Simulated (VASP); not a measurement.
Crystal: Au.

```
CELL_PARAMETERS angstrom
0.00000 2.03500 2.03500
2.03500 0.00000 2.03500
2.03500 2.03500 0.00000
ATOMIC_POSITIONS crystal
Au 0.00000 0.00000 0.00000
```

| Property | Result |
| --- | --- |
| Program | VASP 6.6.1 |
| Task | relaxation of cell and atoms |
| Functional | B3LYP |
| Potentials or basis | VASP PAW PBE potentials, release 64 (Au) |
| Cutoff | 600 eV |
| k mesh | 6 × 6 × 6 |
| Occupations | fermi-dirac, width 0.05 eV |
| Spin | no spin polarisation |

At the start: pressure 19.9 GPa; volume 16.85 Å³/atom.

Problem. Where does the relaxation end?

Solution. Over 9 steps the energy falls by 121.4 meV/atom and the volume is 19.29 Å³/atom (+14.5 %); space group Fm-3m (No. 225, to 0.05 Å).

The path:
| step | energy change (eV) | largest force (eV/Å) | pressure (GPa) | volume (Å³) |
| --- | --- | --- | --- | --- |
| 1 | 0.0000 | 0.0000 | 19.89 | 16.85 |
| 2 | 0.0041 | 0.0000 | -10.43 | 22.49 |
| 3 | -0.1214 | 0.0000 | 0.13 | 19.27 |
| 4 | -0.1214 | 0.0000 | -0.21 | 19.32 |
| 5 | -0.1214 | 0.0000 | 0.25 | 19.25 |
| 6 | -0.1214 | 0.0000 | -0.06 | 19.29 |
| 7 | -0.1214 | 0.0000 | 0.05 | 19.29 |
| 8 | -0.1214 | 0.0000 | 0.05 | 19.29 |
| 9 | -0.1214 | 0.0000 | 0.02 | 19.29 |

Final structure:
```cif
data_structure
_symmetry_space_group_name_H-M 'P 1'
_symmetry_Int_Tables_number 1
_cell_length_a 3.0104
_cell_length_b 3.0104
_cell_length_c 3.0104
_cell_angle_alpha 60.000
_cell_angle_beta 60.000
_cell_angle_gamma 60.000
_cell_volume 19.29
loop_
_atom_site_label
_atom_site_type_symbol
_atom_site_fract_x
_atom_site_fract_y
_atom_site_fract_z
_atom_site_occupancy
Au1 Au 0.00000 0.00000 0.00000 1
```

Caveat: the k mesh is coarse (spacing up to 0.45 Å⁻¹), so the values aren't converged, least of all with exact exchange; the PAW data sets were made with another functional, which shifts forces and pressure a little; the volume moved by +14 % from the deposited cell, more than functionals usually miss.
